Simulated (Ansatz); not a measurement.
Sc:

```xyz
2
Lattice="3.3090 0.0000 0.0000 -1.6545 2.8657 0.0000 0.0000 0.0000 5.2733" Properties=species:S:1:pos:R:3 pbc="T T T"
Sc    1.6545    0.9552    3.9550
Sc    0.0000    1.9105    1.3183
```

* Program: Ansatz 0.2.0
* Task: single point
* Functional: PBEsol
* Potentials or basis: Ansatz PAW
* Cutoff: 420 eV (not typed: the program's choice for these potentials)
* k mesh: 9 × 9 × 5
* Occupations: fermi-dirac, width 0.05 eV
* Spin: no spin polarisation

On this cell: pressure -2.8 GPa; largest force under 0.003 eV/Å; band gap on the k mesh none (metal or under the smearing width).

The same run follows on a disturbed copy (atoms moved at random, drawn with an rms of 0.05 Å):

```
Sc
1.0
     3.30900    0.00000    0.00000
    -1.65450    2.86568    0.00000
     0.00000    0.00000    5.27330
Sc
2
Direct
  0.66919 0.32393 0.74631
  0.33512 0.66578 0.24690
```

Q: What does the disturbed cell give?

A: The energy (extrapolated to zero smearing) moves by +0.2 meV/atom; pressure -2.8 GPa; largest force 0.038 eV/Å; band gap on the k mesh none (metal or under the smearing width).

Forces in eV/Å, atoms in the order of the input:
```
Sc  -0.020  0.030  0.010
Sc   0.020 -0.030 -0.010
```

Stress tensor (GPa, compression positive):
```
-2.40  0.07  0.00
 0.07 -2.20  0.00
 0.00  0.00 -3.85
```

Caveats: the PAW data sets come from PBE, with cores solved anew for the run's functional, which leaves a small shift of forces and pressure.
